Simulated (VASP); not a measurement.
Set up this calculation in VASP 6.6.1, as the native input.

```
Task                   : relaxation of the atoms
Functional             : PBEsol
Potentials or basis    : VASP PAW PBE potentials, release 64 (Ge_d, Se)
Cutoff                 : 520 eV
k mesh                 : 2 × 6 × 1
Occupations            : gaussian, width 0.05 eV
Spin                   : no spin polarisation
Dipole correction      : yes
Further INCAR settings : ALGO = Normal; EDIFF = 1e-06; IBRION = 2; EDIFFG = -0.015; NSW = 100
```

The structure of GeSe lies in POSCAR:

```
GeSe
1.0
   10.7900000000      0.0000000000      0.0000000000
    0.0000000000      3.8200000000      0.0000000000
    0.0000000000      0.0000000000     23.4985600000
Ge Se
8 8
Direct
    0.1210000000      0.7500000000      0.4336435935
    0.6210000000      0.7500000000      0.3799620062
    0.3790000000      0.2500000000      0.3404463933
    0.1210000000      0.7500000000      0.6200379938
    0.6210000000      0.7500000000      0.5663564065
    0.3790000000      0.2500000000      0.5268407936
    0.8790000000      0.2500000000      0.4731592064
    0.8790000000      0.2500000000      0.6595536067
    0.8520000000      0.7500000000      0.3596450165
    0.6480000000      0.2500000000      0.4528422167
    0.1480000000      0.2500000000      0.3607633829
    0.8520000000      0.7500000000      0.5460394169
    0.3520000000      0.7500000000      0.4539605831
    0.6480000000      0.2500000000      0.6392366171
    0.1480000000      0.2500000000      0.5471577833
    0.3520000000      0.7500000000      0.6403549835
```

These files were run (other wordings do the same):

INCAR

```
SYSTEM = GeSe
ALGO = Normal ; DIPOL = 0.5 0.5 0.500
EDIFF = 1E-6 ; EDIFFG = -0.015
ENCUT = 520 ; GGA = PS
IBRION = 2 ; IDIPOL = 3
ISIF = 2 ; ISMEAR = 0
KPAR = 4 ; LASPH = .TRUE.
LCHARG = .FALSE. ; LDIPOL = .TRUE.
LREAL = .FALSE. ; LWAVE = .FALSE.
NELM = 80 ; NSW = 100
PREC = Accurate ; SIGMA = 0.05
```

KPOINTS

```
k-points
0
G
  2 6 1
  0 0 0
```

Potentials or basis: VASP PAW PBE potentials, release 64 (Ge_d, Se).

Run with:

```sh
$ cat potpaw_PBE.64/Ge_d/POTCAR potpaw_PBE.64/Se/POTCAR > POTCAR
$ mpirun -np 8 vasp_std > vasp.out
```

It gave:

The energy gained by relaxing is 256.5 meV/atom. The ionic steps are 55 and the largest force after relaxing is 0.013 eV/Å. The band gap on the k mesh is 0.27 eV, direct.

Caveat: the PAW data sets were made with another functional, which shifts forces and pressure a little; without dispersion, layers of such crystals drift apart on relaxing, which shifts levels and gaps.

It took 76 min on 8 MPI ranks on Intel(R) Xeon(R) 6975P-C (Granite Rapids) (shared host), peak memory 0.78 GiB a rank.
